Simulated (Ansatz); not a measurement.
TiO: pressure against volume

TiO, P-6m2, a = 2.804 Å, c = 2.819 Å. This isn't the usual stable structure of the compound. Ansatz: r2SCAN, PAW, 500 eV, Γ-centred 18×18×14 mesh on 2 atoms, Gaussian smearing 0.10 eV; no spin polarisation. Shape and atoms are relaxed at each volume; pressure is positive in compression.

```
V (Å³/atom) P (GPa)
      8.442    42.54
      8.730    29.21
      9.017    17.87
      9.305     8.21
      9.593    -0.02
      9.881        ?
     10.169   -13.03
     10.552   -19.67
```

Take V0 = 9.593 Å³/atom, count pressures from its P0 = -0.02 GPa, fit the third-order Birch–Murnaghan form to the other rows, and predict the missing pressure.

With the Eulerian strain f = ½[(V0/V)^(2/3) − 1] and y = (P − P0)/[3f(1 + 2f)^(5/2)], the form is the line y = B0 + 1.5 B0 (B0′ − 4) f. Rows (f, y): 0.04447, 257.8; 0.03243, 256.8; 0.02107, 255.3; 0.01026, 254.1; -0.01906, 250.7; -0.03077, 249.5. Means f = 0.009733, y = 254.03; Σ(Δf)² = 0.004320, ΣΔfΔy = 0.4876; the slope is their ratio. y = 252.9 + 112.9 f GPa, so B0 = 252.9 GPa and B0′ = 4 + 2 × (112.9)/(3 × 252.9) = 4.30. At V = 9.881, f = -0.00976, y = 251.80 and P = -7.04 GPa. The run gave -7.05 GPa, so the fit is 0.01 GPa too high, within the rms miss on the fitted rows (0.01 GPa).

Spin polarisation was left out, and a magnetic state may lie lower.